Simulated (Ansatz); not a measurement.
**Grüneisen parameters and expansion of BeS (F-43m)**

Aim: how the vibrations of BeS shift with volume, and the expansion that follows.

Measurements to reproduce:
- heat capacity C_P per formula unit 34.2 J/mol/K and bulk modulus 105 GPa near room temperature (given in “High-Throughput Prediction of Finite-Temperature Properties using the Quasi-Harmonic Approximation”, 2016, arXiv:1603.06924)

Program: Ansatz 0.2.0. Level of theory: DFT LDA, scalar-relativistic, plane waves, PAW. Results are calculated unless marked as measured.

The database entry behind the starting cell differs from later determinations by our own check (0.1 to 0.3 % short, probably kX units), so it need not match the best structure at ambient conditions.

## (1) Starting point

Symmetry: F-43m, No. 216, cubic system. The conventional cell has a = 4.850 Å, b = 4.850 Å, c = 4.850 Å, α = 90.00°, β = 90.00°, γ = 90.00°. Nearest to Be lie 4 S at 2.10 Å. Nearest to S lie 4 Be at 2.10 Å. Farther neighbours and most contacts between anions are not listed.

## (2) A first coarse run

A cheap single point shows whether the cell is a metal or an insulator and how far it is from rest; that sets the k-mesh and the occupations of what follows.

input.yaml

```yaml
crystal:
  lattice:
    - [0.0, 2.425, 2.425]
    - [2.425, 0.0, 2.425]
    - [2.425, 2.425, 0.0]
  atoms:
    - { symbol: Be, position: [0.0, 0.0, 0.0] }
    - { symbol: S, position: [0.25, 0.25, 0.25] }
kpoints:
  mp_grid: { grid: [6, 6, 6] }
hamiltonian:
  xc: lda
scf:
  occupations: { method: gaussian, width: 0.1 }
output:
  forces: true
  stress: true
  eigenvalues: true
```

The run is started by

```sh
$ ansatz run input.yaml --threads 4 --pin off --max-ram 16384MiB --backend cpu --events-out ev --progress --plain --runs-dir out
```

Numbers of over 12 decimals in the logs are rounded to 6 here.

Log:

```text
Engine: ansatz 0.2.0, aarch64-unknown-linux-gnu
Pseudopotentials: kind: paw
Pseudopotential: Be, paw, valence charge 2, recommended cutoff 420 eV (normal), Be.paw.azcp
Pseudopotential: S, paw, valence charge 6, recommended cutoff 420 eV (normal), S.paw.azcp
Functional definition: SPW92
  exchange = slater_x
  correlation = pw_c
Crystal: 2 atoms, lattice volume = 28.521 Å³
Basis set: ecut = 420 eV, 537 PW (Γ)
Bands: 8, of which v1, the nominal top of the filled ones, is band 4 counted from 1 (3 counted from 0)
Symmetry: 24 space group operations
Space group: F-43m (ITA 216), of the structure as read, at distance tolerance 3.1e-5 Å
k-points: 16 of 216 (time reversal used)
Non-local potential: Be, projectors of the file, l = 0: 2, l = 1: 2, l = 2: 1
Non-local potential: S, projectors of the file, l = 0: 2, l = 1: 2, l = 2: 2
PAW form: soft (Blöchl's): semilocal exchange-correlation on the pseudo side does not see the compensation charge
PAW frozen core: Be, regenerated for the run's functional, and the local potential with it (the file was generated under x = pbe(κ = 0.804, μ = 0.219515), c = pbe(β = 0.066725))
PAW frozen core: S, regenerated for the run's functional, and the local potential with it (the file was generated under x = pbe(κ = 0.804, μ = 0.219515), c = pbe(β = 0.066725))
PAW one-centre angular grid: Be, 110 points (default); XC on 64 Gauss nodes
PAW one-centre angular grid: S, 110 points (default); XC on 64 Gauss nodes
Initial density: superposition of atomic densities (neutral atoms: chi_scale 0, normalization atom), corrected by the library's trained network
Initial wavefunctions: pseudopotential atomic-orbital guess
Functional: x = slater, c = lda
SCF iter   1: F=—  HF=-960.007333 eV  |F-HF|=—  |Δ(HF+E_count)|=         —  Δρ=4.47e-3  dr2=3.51e-3  ethr=1.77e-3  ⟨swp⟩=5.1  Hψ=1047  notcnv=0
preconditioner: auto → none  [insulator: Δε(μ)=2.871 eV  Ē_g=12.642 eV  σ=0.100 eV  W_gap=1.00  n_scr=0 (ndim 8)  ℏωp=19.7 eV  f_vac=0.000  D(μ)=0.00/eV (n_scr^D=0)  ε∞_Penn≈3.4]
SCF iter   2: F=—  HF=-960.006535 eV  |F-HF|=—  |Δ(HF+E_count)|=   7.97e-4  Δρ=2.14e-3  dr2=7.37e-4  ethr=4.39e-5  ⟨swp⟩=1.0  Hψ=256  notcnv=0
SCF iter   3: F=—  HF=-960.006377 eV  |F-HF|=—  |Δ(HF+E_count)|=   1.58e-4  Δρ=2.99e-4  dr2=3.30e-5  ethr=9.21e-6  ⟨swp⟩=1.1  Hψ=133  notcnv=0
SCF iter   4: F=—  HF=-960.006369 eV  |F-HF|=—  |Δ(HF+E_count)|=   8.42e-6  Δρ=5.04e-5  dr2=7.39e-7  ethr=4.13e-7  ⟨swp⟩=2.2  Hψ=181  notcnv=0
iter 5 did not close the SCF: its close was put off for the readings that it lacked (scf_convergence_deferred on its scf_iter line)
SCF iter   5: F=-960.006369 eV  HF=-960.006369 eV  |F-HF|=5.67e-8  |Δ(HF+E_count)|=   7.79e-8  Δρ=1.59e-5  dr2=8.91e-8  ethr=9.24e-9  ⟨swp⟩=2.6  Hψ=194  notcnv=0
SCF iter   6: F=-960.006369 eV  HF=-960.006369 eV  |F-HF|=4.39e-9  |Δ(HF+E_count)|=   2.53e-8  Δρ=4.00e-6  dr2=6.12e-9  ethr=1.11e-9  ⟨swp⟩=2.6  Hψ=455  notcnv=0
SCF 1 converged in 6 iterations: F = -960.006369 eV  dr2 = 6.12e-9
  greatest PAW one-centre occupation: 0.837 electrons in one spin orbital (limit 2), on the S atom at site 1 (counted from 0), in its partial waves of l = 0
SCF converged after 6 iterations
Free energy (F): -960.006369 eV
Harris-Foulkes:  -960.006369 eV  (|F-HF|=4.39e-9)
Internal energy: -960.006369 eV  (E = F + TS)
E sigma→0 (E₀):  -960.006369 eV
Fermi energy:    6.614925 eV
--- Per-component energies (eV) ---
  E_band       = 0.001281
  E_kinetic    = 128.637841
  E_local      = -116.953555  (includes V_loc(G=0)·N_el)
  E_nonlocal   = 33.929895
  E_hartree    = 35.332243
  E_xc         = -116.329262
  E_vxc        = -109.199067  (∫ρ·V_xc dr)
  E_paw        = -623.986626  (= ΣΔE_a)
  E_vpaw       = -7.078790  (= ΣTr[D̂ρ^β])
  E_aug_tail   = 0.000001  (compensation charges beyond the density's cutoff)
  E_ewald      = -300.820390
  E_core_change = 0.183485  (= ΣΔE_core)
  E_smearing   = -0.000000  (= −TS)
  E_closure    = -0.000000  (closes the sum)
  Σ components = -960.006369   (vs F -960.006369, Δ=0.00e0)
--- Forces (eV/Å), atoms counted from 1 ---
  atom   1  Be     0.00000000    -0.00000000     0.00000000
  atom   2  S      0.00000000    -0.00000000    -0.00000000
  max |Σ_I F_I| component: 4.12e-16 eV/Å
--- Stress (GPa, compression-positive) ---
       -3.161836       0.000000       0.000000
        0.000000      -3.161836       0.000000
       -0.000000       0.000000      -3.161836
  P = ⅓ Tr σ = -3.1618 GPa (-31.618 kbar)
--- Band table (eV; the first three rows and the last of 16) ---
  k-point 0: bands = ["-8.5027", "5.1667", "5.1667", "5.1667", "10.6828", "10.6828", "10.6828", "10.8232"]
  k-point 1: bands = ["-8.1903", "3.2507", "4.8350", "4.8350", "10.5729", "11.2486", "11.2486", "12.8577"]
  k-point 2: bands = ["-7.4081", "0.5612", "4.3266", "4.3266", "10.5278", "11.6695", "11.6695", "15.3213"]
  k-point 15: bands = ["-6.2877", "0.5509", "1.7096", "1.9171", "10.1260", "11.6791", "14.9908", "15.4771"]
```

The job ended after 0.69 s (4 threads of Arm Neoverse V2, shared host; peak memory 0.25 GiB; 0.99 s of CPU time).

The column dr2 measures how far the density is from self-consistency, as an energy; F and HF (Harris–Foulkes) agree once it is small.

A gap read on the k-mesh alone can miss the band edges.

Numbers from this step:

```
pressure          : -3.162 GPa
gap on the k-mesh : 2.896 eV
volume per atom   : 14.26 Å³
```

The start is under -3.2 GPa at this level and looks like an insulator or semiconductor on this mesh.

## (3) Relaxation

The vibrations must be taken about the equilibrium of this functional, not about the starting cell, so the structure is relaxed.

input.yaml, the sections that differ from step 2:

```yaml
kpoints:
  mp_grid: { grid: [8, 8, 8] }
scf:
  occupations: { method: gaussian, width: 0.02 }
output:
  forces: true
  stress: true
  eigenvalues: true
  write_density: true
  write_potential: true
  elf: true
  volumetric_format: npy
relax:
  adjacent_minimum: "off"
  f_tol: 0.005
  max_steps: 80
  cell: { stress_tol: 0.05 }
# crystal, hamiltonian: as in step 2
```

Log:

```text
[...]
Crystal: 2 atoms, lattice volume = 28.521 Å³
Basis set: ecut = 420 eV, 537 PW (Γ)
Bands: 8, of which v1, the nominal top of the filled ones, is band 4 counted from 1 (3 counted from 0)
Symmetry: 24 space group operations
[...]
k-points: 29 of 512 (time reversal used)
[...]
SCF iter   1: F=—  HF=-960.010334 eV  |F-HF|=—  |Δ(HF+E_count)|=         —  Δρ=4.52e-3  dr2=3.64e-3  ethr=1.77e-3  ⟨swp⟩=5.6  Hψ=1935  notcnv=0
[...]
SCF iter   6: F=-960.009289 eV  HF=-960.009289 eV  |F-HF|=6.14e-9  |Δ(HF+E_count)|=   1.69e-8  Δρ=4.46e-6  dr2=8.17e-9  ethr=8.21e-10  ⟨swp⟩=5.6  Hψ=1171  notcnv=0
SCF 1 converged in 6 iterations: F = -960.009289 eV  dr2 = 8.17e-9
[...]
relax step   1: F+E_penalty+E_count = -960.00928947 eV  Δ(F+E_penalty+E_count) = +0.000e0 eV  max|allowed force component| = 1.284e-16 eV/Å  Δτ_max = 0.0000 Å  P = -3.201 GPa  Ω = 28.521 Å³  (6 SCF iters, dr2 threshold 1.00e-7 eV, accepted)
Crystal: 2 atoms, lattice volume = 27.976 Å³
[...]
iter 1 solved again at ethr=1.28e-5 eV; its pass at ethr=3.10e-3 eV (dr2=1.02e-3 eV) is discarded
[...]
SCF iter   4: F=-960.017209 eV  HF=-960.017209 eV  |F-HF|=7.71e-9  |Δ(HF+E_count)|=   3.31e-7  Δρ=2.85e-5  dr2=1.35e-7  ethr=2.50e-9  ⟨swp⟩=9.8  Hψ=1688  notcnv=0
SCF 2 converged in 4 iterations: F = -960.017209 eV  dr2 = 1.35e-7
relax step   2: F+E_penalty+E_count = -960.01720901 eV  Δ(F+E_penalty+E_count) = -7.920e-3 eV  max|allowed force component| = 2.891e-17 eV/Å  Δτ_max = 0.0000 Å  P = -1.398 GPa  Ω = 27.976 Å³  energy of the carried Pulay correction = +4.439e-5 eV  (4 SCF iters, dr2 threshold 2.00e-7 eV, accepted)
Crystal: 2 atoms, lattice volume = 27.567 Å³
[...]
SCF iter   4: F=-960.018961 eV  HF=-960.018961 eV  |F-HF|=6.71e-9  |Δ(HF+E_count)|=   1.52e-7  Δρ=2.17e-5  dr2=7.89e-8  ethr=2.50e-9  ⟨swp⟩=9.2  Hψ=1663  notcnv=0
SCF 3 converged in 4 iterations: F = -960.018961 eV  dr2 = 7.89e-8
[...]
relax step   3: F+E_penalty+E_count = -960.01896112 eV  Δ(F+E_penalty+E_count) = -1.752e-3 eV  max|allowed force component| = 3.585e-17 eV/Å  Δτ_max = 0.0000 Å  P = +0.068 GPa  Ω = 27.567 Å³  energy of the carried Pulay correction = +7.820e-5 eV  (4 SCF iters, dr2 threshold 2.00e-7 eV, accepted)
[...]
relax step   4: F+E_penalty+E_count = -960.01896339 eV  Δ(F+E_penalty+E_count) = -2.271e-6 eV  max|allowed force component| = 4.279e-17 eV/Å  Δτ_max = 0.0000 Å  P = -0.002 GPa  Ω = 27.586 Å³  energy of the carried Pulay correction = +7.665e-5 eV  (3 SCF iters, dr2 threshold 1.15e-8 eV, accepted)
[...]
SCF iter   1: F=—  HF=-960.018890 eV  |F-HF|=—  |Δ(HF+E_count)|=         —  Δρ=2.08e-5  dr2=1.49e-8  ethr=7.84e-7  ⟨swp⟩=2.3  Hψ=2557  notcnv=0
eigensolver tolerance schedule: the retry pair's looser diagonalisation over-reported the residual by 4218.35 of it (diagonalisation noise at an unbounded share of the residual, at the tolerance the schedule requests for it); recorded, not acted on — ethr = c·dr2/N_el stays at c = 1.0e-1
[...]
SCF iter   2: F=—  HF=-960.018890 eV  |F-HF|=—  |Δ(HF+E_count)|=   1.22e-8  Δρ=1.07e-5  dr2=3.31e-9  ethr=1.86e-10  ⟨swp⟩=2.3  Hψ=357  notcnv=0
[...]
SCF iter   4: F=-960.018890 eV  HF=-960.018890 eV  |F-HF|=7.73e-12  |Δ(HF+E_count)|=  1.18e-10  Δρ=1.95e-7  dr2=1.05e-11  ethr=1.00e-12  ⟨swp⟩=4.0  Hψ=1011  notcnv=0
SCF 5 converged in 4 iterations: F = -960.018890 eV  dr2 = 1.05e-11
relax step   5: F+E_penalty+E_count = -960.01888968 eV  Δ(F+E_penalty+E_count) = +7.371e-5 eV  max|allowed force component| = 5.089e-17 eV/Å  Δτ_max = 0.0000 Å  P = -0.003 GPa  Ω = 27.586 Å³  stress off target by 3.35e-3 GPa  SCF on the basis re-selected at this cell (its energy is not comparable with the rows above)  (4 SCF iters)
basis re-selected at this cell: Δ(F+E_penalty+E_count) = +7.371e-5 eV, ΔP = -0.002 GPa vs the last step (what re-selecting the basis moved, of the pressure what is left beyond the Pulay correction that the steps carried, after the strain that the cell walked since its last selection, with what the two solves' SCF thresholds leave and, on support functions, any second-order correction that the steps lacked; it is no m [...]
SCF converged after 4 iterations
Free energy (F): -960.018890 eV
[...]
Internal energy: -960.018890 eV  (E = F + TS)
E sigma→0 (E₀):  -960.018890 eV
Fermi energy:    6.966589 eV
[...]
--- Stress (GPa, compression-positive) ---
       -0.003346      -0.000000       0.000000
       -0.000000      -0.003346       0.000000
       -0.000000       0.000000      -0.003346
  P = ⅓ Tr σ = -0.0033 GPa (-0.033 kbar)
--- Band table (eV; the first three rows and the last of 29) ---
[...]
--- Relaxed structure (4 steps of the walk, 4 accepted, 1 SCFs on fresh bases) ---
  F+E_penalty+E_count = -960.01888968 eV   max|allowed force component| = 5.089e-17 eV/Å   (the final SCF, on the basis selected at the relaxed cell)
  cell:  # Å, volume = 27.5859 Å³
    - [0, 2.398201, 2.398201]
    - [2.398201, 0, 2.398201]
    - [2.398201, 2.398201, 0]
  atoms:
    - { symbol: Be, position: [0, 0, 0] }
    - { symbol: S, position: [0.25, 0.25, 0.25] }
```

It took 1.2 s on 4 threads; peak memory 0.28 GiB; 3.7 s of CPU time.

Step by step:

```csv
step,energy less that of the first step (eV),largest force component (eV/Å),pressure (GPa),volume (Å³)
1,0.0000,0.0000,-3.20,28.52
2,-0.0079,0.0000,-1.40,27.98
3,-0.0097,0.0000,0.07,27.57
4,-0.0097,0.0000,0.00,27.59
5*,-0.0096,0.0000,0.00,27.59
```

Relaxation steps marked * repeat the geometry before them on a plane-wave basis chosen anew for their cell, so energy and pressure can jump there.

The run keeps the 24 symmetry operations that it works with, so distortions that break them were not tested.

```
conventional cell, symmetrised  before  after  change
                         a (Å)   4.850  4.796  -1.1 %
                         b (Å)   4.850  4.796  -1.1 %
                         c (Å)   4.850  4.796  -1.1 %
              volume (Å³/atom)   14.26  13.79  -3.3 %
```

The relaxed structure:

```xyz
2
Lattice="0.0000 2.3982 2.3982 2.3982 0.0000 2.3982 2.3982 2.3982 0.0000" Properties=species:S:1:pos:R:3 pbc="T T T"
Be    0.0000    0.0000    0.0000
S     1.1991    1.1991    1.1991
```

Numbers from this step:

```yaml
pressure: -0.003346 GPa
gap_on_the_k_mesh: 2.825 eV
volume_per_atom: 13.79 Å³
```

Electrostatic potential energy in the ac plane of a cell with a along [110], b along [-110] and c along [001] of the cube at fractional y = 0.000, with atoms of Be and S within 0.2 Å of it. With pseudopotentials it is smooth inside the atoms' cores, unlike the true potential.

Ten even steps from '_' (-34 eV) to '@' (11 eV), each cell a mean:
```
__--##%%####%%##--__..++%%######%%++..
++####==....==##**++++##**::..::**##++
%%%%**........**%%%%%%%%--__::__--%%%%
@@@@**........**@@@@@@%%--__::__--%%@@
@@@@%%==....==%%@@@@@@@@**::..::**@@@@
@@@@@@%%****%%@@@@@@@@@@%%##**##%%@@@@
@@@@@@@@@@@@@@@@@@@@@@@@@@@@@@@@@@@@@@
@@@@@@@@@@@@@@@@@@@@@@@@@@@@@@@@@@@@@@
@@@@@@@@@@@@@@@@@@@@@@@@@@@@@@@@@@@@@@
@@@@@@@@@@@@@@@@@@@@@@@@@@@@@@@@@@@@@@
##%%@@@@@@@@@@@@%%##%%%%@@@@@@@@@@%%%%
::++%%@@@@@@@@%%++::--##@@@@@@@@@@##--
__::##@@@@@@@@##::____++%%@@@@@@%%++__
```
Columns run along a (6.8 Å; values clipped at the 3rd and 97th percentile), rows up along c (4.8 Å), edges of the conventional cell, whose origin can differ from the input's. Atoms in or near the plane, at fractional coordinates: Be at (0.50, 0.00), Be at (0.00, 0.00), S at (0.75, 0.75), S at (0.25, 0.75).

ELF in the ac plane of a cell with a along [110], b along [-110] and c along [001] of the cube at fractional y = 0.000, with atoms of Be and S within 0.2 Å of it. It is the smooth field of the valence electrons, not physical close to the nuclei.

Values, 7 rows by 16 columns, each cell a mean:
```
0.16 0.65 0.88 0.82 0.78 0.87 0.80 0.32 0.16 0.65 0.88 0.82 0.78 0.87 0.80 0.32
0.31 0.74 0.83 0.41 0.22 0.73 0.83 0.48 0.31 0.74 0.83 0.41 0.22 0.73 0.83 0.48
0.10 0.41 0.71 0.69 0.66 0.73 0.56 0.19 0.10 0.41 0.71 0.69 0.66 0.73 0.56 0.19
0.03 0.08 0.28 0.49 0.54 0.38 0.14 0.04 0.03 0.08 0.28 0.49 0.54 0.38 0.14 0.04
0.10 0.07 0.04 0.05 0.05 0.04 0.06 0.09 0.10 0.07 0.04 0.05 0.05 0.04 0.06 0.09
0.24 0.18 0.09 0.04 0.03 0.06 0.14 0.22 0.24 0.18 0.09 0.04 0.03 0.06 0.14 0.22
0.04 0.14 0.34 0.38 0.38 0.37 0.23 0.06 0.04 0.14 0.34 0.38 0.38 0.37 0.23 0.06
```
Columns run along a (6.8 Å), rows up along c (4.8 Å), edges of the conventional cell, whose origin can differ from the input's. Atoms in or near the plane, at fractional coordinates: Be at (0.50, 0.00), Be at (0.00, 0.00), S at (0.75, 0.75), S at (0.25, 0.75).

Valence density in the ac plane of a cell with a along [110], b along [-110] and c along [001] of the cube at fractional y = 0.000, with atoms of Be and S within 0.2 Å of it. It is the smooth field of the valence electrons, not physical close to the nuclei.

Ten even steps from '0' (0.0 e/Å³) to '9' (1.2 e/Å³), each cell a mean:
```
1234554320124555421
1358998521247999742
1269559621149838841
0258448510137737731
0137886310025888510
0013553100002454200
0001111000000111000
0000000000000000000
0000000000000000000
1000000001000000000
1100000011100000001
1100000011110000011
0111111110011111110
```
Columns run along a (6.8 Å), rows up along c (4.8 Å), edges of the conventional cell, whose origin can differ from the input's. Atoms in or near the plane, at fractional coordinates: Be at (0.50, 0.00), Be at (0.00, 0.00), S at (0.75, 0.75), S at (0.25, 0.75).

The relaxation ends with a pressure of 0.00 GPa.

## (4) Relaxing to small residual forces and stress

The relaxation is repeated with tighter thresholds on force and stress, since phonons are sensitive to what is left; a change of mesh or smearing in the input moves the cell too.

input.yaml

```yaml
crystal:
  lattice:
    - [0.0, 2.3982014383, 2.3982014383]
    - [2.3982014383, 0.0, 2.3982014383]
    - [2.3982014383, 2.3982014383, 0.0]
  atoms:
    - { symbol: Be, position: [0.0, 0.0, 0.0] }
    - { symbol: S, position: [0.25, 0.25, 0.25] }
kpoints:
  mp_grid: { grid: [8, 8, 8] }
hamiltonian:
  xc: lda
scf:
  occupations: { method: fixed }
output:
  forces: true
  stress: true
  eigenvalues: true
relax:
  adjacent_minimum: "off"
  f_tol: 0.001
  max_steps: 60
  cell: { stress_tol: 0.01 }
```

Log:

```text
[...]
Crystal: 2 atoms, lattice volume = 27.586 Å³
Basis set: ecut = 420 eV, 537 PW (Γ)
Bands: 8, of which v1, the nominal top of the filled ones, is band 4 counted from 1 (3 counted from 0)
Symmetry: 24 space group operations
[...]
k-points: 29 of 512 (time reversal used)
[...]
P = ⅓ Tr σ = -0.0033 GPa (-0.033 kbar)
--- Band table (eV; the first three rows and the last of 29) ---
[...]
--- Relaxed structure (1 steps of the walk, 1 accepted, 1 SCFs on fresh bases) ---
[...]
cell:  # Å, volume = 27.5859 Å³
    - [0.0, 2.3982014383, 2.3982014383]
    - [2.3982014383, 0.0, 2.3982014383]
    - [2.3982014383, 2.3982014383, 0.0]
  atoms:
    - { symbol: Be, position: [0.0, 0.0, 0.0] }
    - { symbol: S, position: [0.25, 0.25, 0.25] }
[key lines of the parts left out:]
SCF converged after 5 iterations
Free energy (F): -960.018890 eV
Fermi energy:    5.554331 eV
```

Wall time 0.55 s (4 threads); peak memory 0.27 GiB.

Little changed from the start: no atom moved by 0.005 Å and no cell edge by 0.1 %.

This step gave:

```
pressure : -0.003343 GPa
```

The residual pressure is -0.0033 GPa, small enough for phonons.

[end of part 1 of 4]

[Logs are printed without paths, hosts, clocks, repeated set-up lines and the standing remarks that a program may print on its own settings, such as how far it seeks lower states.]

[Hosts, paths, dates, database ids (printed as entryN), source tags and the programs' standing remarks are cut or masked in the printed files.]

[A step with changed settings may run another functional than the one named; its input shows which.]

[Of the runs on displaced cells, only some may be shown.]
